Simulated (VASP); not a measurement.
# K (Cmcm) in VASP: a series of runs, part 2 of 2

VASP 6.6.1. The steps go on from the part before.

## 4. Single point, PBE+D3(BJ)

Input file INCAR:

```
PREC     = Accurate       # precision mode
ENCUT    = 520            # plane-wave cutoff, eV
EDIFF    = 1E-7           # SCF threshold, eV
ISMEAR   = 0              # smearing method
SIGMA    = 0.1            # smearing width, eV
LREAL    = F              # projectors in reciprocal space
LASPH    = T              # aspherical terms in the spheres
NELM     = 100            # most SCF steps
ALGO     = Fast           # electronic algorithm
ISIF     = 2              # what is computed and relaxed
LWAVE    = F              # write WAVECAR
LCHARG   = F              # write CHGCAR
GGA      = PE             # functional
IVDW     = 12             # dispersion correction
NBANDS   = 16             # bands
```

Input file KPOINTS:

```
Automatic mesh
0
Gamma
  10 10 6
```

Input file POSCAR:

```
K
1.0
    2.3223796014     -3.9944792007      0.0000000000
    2.3223796014      3.9944792007      0.0000000000
    0.0000000000      0.0000000000      7.4776197609
K
2
Direct
    0.8327984899      0.1672015101      0.2500000000
    0.1672015101      0.8327984899      0.7500000000
```

Potentials or basis: VASP PAW PBE potentials, release 64 (K_sv).

Run with:

```
cat potpaw_PBE.64/K_sv/POTCAR > POTCAR
mpirun -np 1 vasp_std > vasp.out
```

OUTCAR:

```text
PREC = Accurate
   ENCUT = 520
   EDIFF = 1E-7
   ISMEAR = 0
   LREAL = F
   LASPH = T
   NELM = 100
   ISIF = 2
   GGA = PE
   IVDW = 12
 IVDW          = 12

 ion  position               nearest neighbor table
   1  0.833  0.167  0.250-
   2  0.167  0.833  0.750-

  LATTYP: Found a base centered orthorhombic cell.
 ALAT       =     4.6447592028
 B/A-ratio  =     1.7199940950
 C/A-ratio  =     1.6099047194

  Lattice vectors:
[... 645 lines left out ...]
     16       4.1422      0.00000

 [... further k-points ...]

------------------------ aborting loop because EDIFF is reached ----------------------------------------

 Edisp (eV)   -0.24006

 E8    (eV) :    -0.1291

  FORCE on cell =-STRESS in cart. coord.  units (eV):
  Direction    XX          YY          ZZ          XY          YZ          ZX
  --------------------------------------------------------------------------------------
  -------------------------------------------------------------------------------------
  Total      -0.03781    -0.01379    -0.01667     0.00000     0.00000     0.00000
  in kB      -0.43664    -0.15931    -0.19247     0.00000     0.00000     0.00000
  external pressure =       -0.26 kB  Pullay stress =        0.00 kB

 VOLUME and BASIS-vectors are now :
 -----------------------------------------------------------------------------
  energy-cutoff  :      520.00
  volume of cell :      138.74
      direct lattice vectors                 reciprocal lattice vectors
     2.322379601 -3.994479201  0.000000000     0.215296414 -0.125172763  0.000000000
     2.322379601  3.994479201  0.000000000     0.215296414  0.125172763  0.000000000
     0.000000000  0.000000000  7.477619761     0.000000000  0.000000000  0.133732395

 POSITION                                       TOTAL-FORCE (eV/Angst)
 -----------------------------------------------------------------------------------
      2.32238     -2.65871      1.86940         0.000000      0.001448      0.000000
      2.32238      2.65871      5.60821         0.000000     -0.001448      0.000000
 -----------------------------------------------------------------------------------
    total drift:                                0.000000      0.000000     -0.000000

  FREE ENERGIE OF THE ION-ELECTRON SYSTEM (eV)
  ---------------------------------------------------
  free  energy   TOTEN  =        -2.3335271702 eV

  energy  without entropy=       -2.3266878991  energy(sigma->0) =       -2.33010753
```

OSZICAR:

```text
N       E                     dE             d eps       ncg     rms          rms(c)
DAV:   1     0.111588928575E+03    0.11159E+03   -0.76619E+03  3968   0.895E+02
DAV:   2     0.623165076598E+01   -0.10536E+03   -0.10294E+03  4816   0.263E+02
DAV:   3    -0.172824888974E+01   -0.79599E+01   -0.79363E+01  7432   0.515E+01
DAV:   4    -0.208724487718E+01   -0.35900E+00   -0.35889E+00  5632   0.835E+00
DAV:   5    -0.209299579368E+01   -0.57509E-02   -0.57508E-02  6536   0.863E-01    0.302E+00
RMM:   6    -0.209277035385E+01    0.22544E-03   -0.24270E-03  4262   0.318E-01    0.189E+00
RMM:   7    -0.209327227256E+01   -0.50192E-03   -0.56566E-03  5052   0.442E-01    0.875E-02
RMM:   8    -0.209341264482E+01   -0.14037E-03   -0.85760E-04  6158   0.204E-01    0.339E-02
RMM:   9    -0.209345699549E+01   -0.44351E-04   -0.10295E-04  6275   0.745E-02    0.198E-02
RMM:  10    -0.209346361337E+01   -0.66179E-05   -0.39712E-05  6779   0.287E-02    0.642E-03
RMM:  11    -0.209346497154E+01   -0.13582E-05   -0.99880E-06  7102   0.138E-02    0.349E-03
RMM:  12    -0.209346591810E+01   -0.94656E-06   -0.31564E-06  6723   0.835E-03    0.551E-03
RMM:  13    -0.209346599866E+01   -0.80554E-07   -0.13426E-06  6293   0.572E-03    0.839E-04
RMM:  14    -0.209346613925E+01   -0.14059E-06   -0.69574E-07  5808   0.360E-03    0.685E-04
RMM:  15    -0.209346621105E+01   -0.71801E-07   -0.29698E-07  4825   0.258E-03
   1 F= -.23335272E+01 E0= -.23301075E+01  d E =-.683927E-02
```

Wall time 3 min (1 thread of AMD EPYC 9R45 (Zen 5), shared host); peak memory 0.37 GiB.

Results:

| Quantity | Value |
| --- | --- |
| Free energy | -2.3335 eV |
| Pressure | 0.0 GPa |
| Band gap on the k mesh | none (metal or under the smearing width) |
| Dispersion energy per atom | -0.120 eV |

Caveat: pairwise dispersion overbinds metals, which lowers pressure and volume.

## 5. Single point, PBE+D3(BJ)

This run uses another cell than the first one, of 77.09 Å³/atom, 1.111 times its volume.

Input file INCAR:

```
SYSTEM = K
ALGO = Fast ; EDIFF = 1E-6
ENCUT = 520 ; GGA = PE
ISIF = 2 ; ISMEAR = 0
IVDW = 12 ; LASPH = .True.
LCHARG = .False. ; LREAL = .False.
LWAVE = .False. ; NBANDS = 16
NELM = 100 ; PREC = Accurate
SIGMA = 0.1
```

Input file KPOINTS:

```
k-points
0
Gamma
  4 4 4
  0 0 0
```

Input file POSCAR:

```
K
1.0
    2.4379623500     -4.0476104500      0.0000000000
    2.4379623500      4.0476104500      0.0000000000
    0.0000000000      0.0000000000      7.8117980100
K
2
Direct
    0.8206130200      0.1793869800      0.2500000000
    0.1793869800      0.8206130200      0.7500000000
```

Run with:

```
cat potpaw_PBE.64/K_sv/POTCAR > POTCAR
mpirun -np 1 vasp_std > vasp.out
```

Run time: 24 s. Hardware: 1 thread of Intel Xeon Platinum 8559C (Emerald Rapids), shared host; peak memory 0.26 GiB.

It converged, with:

* Free energy: -2.2622 eV
* Pressure: -0.3 GPa
* Band gap on the k mesh: none (metal or under the smearing width)
* Dispersion energy per atom: -0.108 eV

Forces in eV/Å, atoms in the order of the input:
```
K    0.000 -0.002  0.000
K    0.000  0.002  0.000
```

Stress tensor (GPa, compression positive):
```
-0.45  0.00  0.00
 0.00 -0.32  0.00
 0.00  0.00 -0.27
```

Levels at points of the mesh, in eV from the Fermi level:
| k point | band 5 | band 6 | band 7 | band 8 | band 9 | band 10 | band 11 | band 12 | band 13 | band 14 |
| --- | --- | --- | --- | --- | --- | --- | --- | --- | --- | --- |
| (0.00, 0.00, 0.00) | -15.61 | -15.60 | -15.60 | -15.60 | -2.08 | 0.32 | 0.54 | 3.86 | 4.11 | 4.25 |
| (0.50, 0.00, 0.00) | -15.63 | -15.62 | -15.62 | -15.61 | 0.10 | 0.21 | 1.67 | 2.00 | 2.17 | 2.63 |
| (0.50, 0.50, 0.00) | -15.63 | -15.63 | -15.61 | -15.61 | 0.21 | 0.36 | 1.65 | 1.93 | 2.45 | 2.78 |
| (0.00, 0.00, 0.50) | -15.61 | -15.61 | -15.60 | -15.60 | -1.40 | -1.40 | 2.71 | 2.71 | 3.98 | 3.98 |
| (0.50, 0.00, 0.50) | -15.62 | -15.62 | -15.61 | -15.61 | 0.59 | 0.59 | 0.81 | 0.81 | 3.07 | 3.07 |
| (0.50, 0.50, 0.50) | -15.62 | -15.62 | -15.62 | -15.62 | 0.71 | 0.71 | 0.92 | 0.92 | 3.09 | 3.09 |

Caveat: the k mesh is coarse (spacing up to 0.38 Å⁻¹), so the values aren't converged; pairwise dispersion overbinds metals, which lowers pressure and volume.

## 6. Summary

| cell | k mesh | further INCAR settings | mesh quality | gap on the mesh (eV) | pressure (GPa) |
| --- | --- | --- | --- | --- | --- |
| Cmcm, 69.37 Å³/atom | 10 × 10 × 6 | ALGO = Fast; EDIFF = 1e-06; NBANDS = 16 | not flagged | none | 0.0 |
| Cmcm, 69.37 Å³/atom | 10 × 10 × 6 | ALGO = Fast; EDIFF = 1e-07; NBANDS = 16 | not flagged | none | 0.0 |
| Cmcm, 77.09 Å³/atom | 4 × 4 × 4 | ALGO = Fast; EDIFF = 1e-06; NBANDS = 16 | coarse | none | -0.3 |

Alike in all rows: task single point; level PBE+D3(BJ); potentials or basis VASP PAW PBE potentials, release 64 (K_sv); no spin polarisation; cutoff (eV) 520; smearing gaussian 0.1 eV.

Caveats: some runs use coarse meshes; pairwise dispersion overbinds metals, which lowers pressure and volume.

Absolute energies hang on the potentials; compare differences alone.
